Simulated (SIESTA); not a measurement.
Hf under changes of volume

One of the cells (23.993 Å³/atom); the others are scaled copies at fixed shape and fractional positions:

```xyz
1
Lattice="-1.8170 1.8170 1.8170 1.8170 -1.8170 1.8170 1.8170 1.8170 -1.8170" Properties=species:S:1:pos:R:3 pbc="T T T"
Hf    0.0000    0.0000    0.0000
```

This isn't the form of Hf at room conditions, which is hcp.

- Program: SIESTA 5.4.2
- Functional: PBEsol
- Potentials or basis: PseudoDojo 0.4 standard (PBEsol files)
- Basis: DZP (energy shift 0.003 Ry; two zetas on semicore shells)
- Grid cutoff: 800 Ry
- Energy shift: 0.003 Ry
- k mesh: 10 × 10 × 10
- Occupations: fermi-dirac, width 0.05 eV
- Spin: no spin polarisation

| volume (Å³/atom) | energy over the lowest point (meV/atom) | pressure (GPa) |
| --- | --- | --- |
| 22.112 | 0.00 | -3.9 |
| 22.582 | 14.77 | -5.9 |
| 23.052 | ? | ? |
| 23.993 | 91.24 | -10.9 |
| 24.464 | 125.53 | -12.2 |
| 24.934 | 163.26 | -13.3 |

Q: What does the run at 23.052 Å³/atom give?

A: Energy over the lowest point 35.37 meV/atom; pressure -7.7 GPa.

Worked out: A Birch-Murnaghan fit of order 3 (a polynomial in V^(-2/3)) to the other rows has no minimum within the range. It gives 35.32 meV/atom at 23.052 Å³/atom, against the run's 35.37, and -dE/dV = -7.9 GPa, against -7.7.

Energies are extrapolated to zero smearing.

Caveats: short orbitals over semicore shells can move pressures by several GPa; the basis of atomic orbitals isn't converged, which shifts pressures, moduli and gaps.
